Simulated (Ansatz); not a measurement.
**Zr under changes of volume**

One of the cells (23.281 Å³/atom); the others are scaled copies at fixed shape and fractional positions:

```
Zr
1.0
     3.23200    0.00000    0.00000
    -1.61600    2.79899    0.00000
     0.00000    0.00000    5.14700
Zr
2
Direct
  0.66667 0.33333 0.75000
  0.33333 0.66667 0.25000
```

| Quantity | Value |
| --- | --- |
| Program | Ansatz 0.2.0 |
| Functional | r2SCAN |
| Potentials or basis | Ansatz PAW |
| Cutoff | 500 eV (not typed: the program's choice for these potentials) |
| k mesh | 9 × 9 × 5 |
| Occupations | fermi-dirac, width 0.05 eV |
| Spin | no spin polarisation |

```tsv
volume (Å³/atom)	energy over the lowest point (meV/atom)	pressure (GPa)
21.884	36.33	7.6
22.350	17.56	5.2
22.815	?	?
23.281	0.00	0.9
23.746	0.20	-1.0
24.212	5.77	-2.8
24.678	16.25	-4.4
```

Question: What does the run at 22.815 Å³/atom give?

Answer: Energy over the lowest point 5.61 meV/atom; pressure 3.0 GPa.

Worked out: A Birch-Murnaghan fit of order 3 (a polynomial in V^(-2/3)) to the other rows has its minimum at 23.50 Å³/atom with B0 = V·E''(V) = 97 GPa and B' = 3.1 at fixed shape and positions, which overstates the stiffness. It gives 5.64 meV/atom at 22.815 Å³/atom, against the run's 5.61, and -dE/dV = 3.0 GPa, against 3.0.

Energies are extrapolated to zero smearing.

Caveats: the PAW data sets come from PBE, with cores solved anew for the run's functional, which leaves a small shift of forces and pressure.
